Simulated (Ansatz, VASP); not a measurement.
Given: the input of a run of Ansatz 0.2.0 on Pd.

Contents of input.yaml:

```yaml
crystal:
  lattice:
    - [-1.572281, 1.572281, 1.572281]
    - [1.572281, -1.572281, 1.572281]
    - [1.572281, 1.572281, -1.572281]
  atoms:
    - { symbol: Pd, position: [0.0, 0.0, 0.0] }
hamiltonian:
  xc: revpbe
  pseudopotentials: { kind: paw }
kpoints:
  mp_grid: { grid: [12, 12, 12] }
scf:
  occupations: { method: fermi_dirac, width: 0.05 }
output:
  forces: true
  stress: true
  eigenvalues: true
relax:
  f_tol: 0.01
  max_steps: 40
  cell: { stress_tol: 0.05 }
```

Potentials or basis: Ansatz PAW.

The run is started by

```bash
$ ansatz run input.yaml --threads 2 --pin off --max-ram 5632MiB --backend cpu --events-out ev --progress --plain --runs-dir out
```

Problem. Set up the same calculation for VASP 6.6.1. Potentials there: VASP PAW PBE potentials, release 64 (Pd).

Solution. As run (the cutoff follows the program's own potentials):

File INCAR:

```
ALGO     = Normal         # electronic algorithm
EDIFF    = 1E-6           # SCF threshold, eV
EDIFFG   = -0.01          # ionic threshold
ENCUT    = 600            # plane-wave cutoff, eV
GGA      = RE             # functional
IBRION   = 2              # ionic algorithm
ISIF     = 3              # what is computed and relaxed
ISMEAR   = -1             # smearing method
LASPH    = True           # aspherical terms in the spheres
LCHARG   = False          # write CHGCAR
LREAL    = False          # projectors in reciprocal space
LWAVE    = False          # write WAVECAR
NELM     = 100            # most SCF steps
NSW      = 60             # ionic steps
PREC     = Accurate       # precision mode
SIGMA    = 0.05           # smearing width, eV
```

File KPOINTS:

```
k-points
0
Gamma
  12 12 12
```

POSCAR

```
Pd
1.0
   -1.5722810000      1.5722810000      1.5722810000
    1.5722810000     -1.5722810000      1.5722810000
    1.5722810000      1.5722810000     -1.5722810000
Pd
1
Direct
    0.0000000000      0.0000000000      0.0000000000
```

Potentials or basis: VASP PAW PBE potentials, release 64 (Pd).

Run with:

```sh
$ cat potpaw_PBE.64/Pd/POTCAR > POTCAR
$ mpirun -np 1 vasp_std > vasp.out
```

Both were run:

|  | VASP | Ansatz | Ansatz less VASP |
| --- | --- | --- | --- |
| gap on the k mesh at the Fermi level, each at its own relaxed structure (eV) | none | none | - |
| relaxed volume (Å³/atom) | 15.72 | 15.76 | +0.033 |
| relaxed cell length with the largest relative difference (Å) | 2.734 | 2.735 | +0.0019 |
| energy change over the relaxation (meV/atom) | -1 | -1 | -0.4 |

A gap of «none» marks a metal or a gap that the smearing closes. The two sets of potentials don't hold the same shells in valence.

Caveats: the PAW data sets were made with another functional, which shifts forces and pressure a little (VASP); the plane-wave basis is chosen anew once the cell has moved, so the energies of steps on either side of that aren't comparable (Ansatz); the PAW data sets come from PBE, with cores solved anew for the run's functional, which leaves a small shift of forces and pressure (Ansatz).
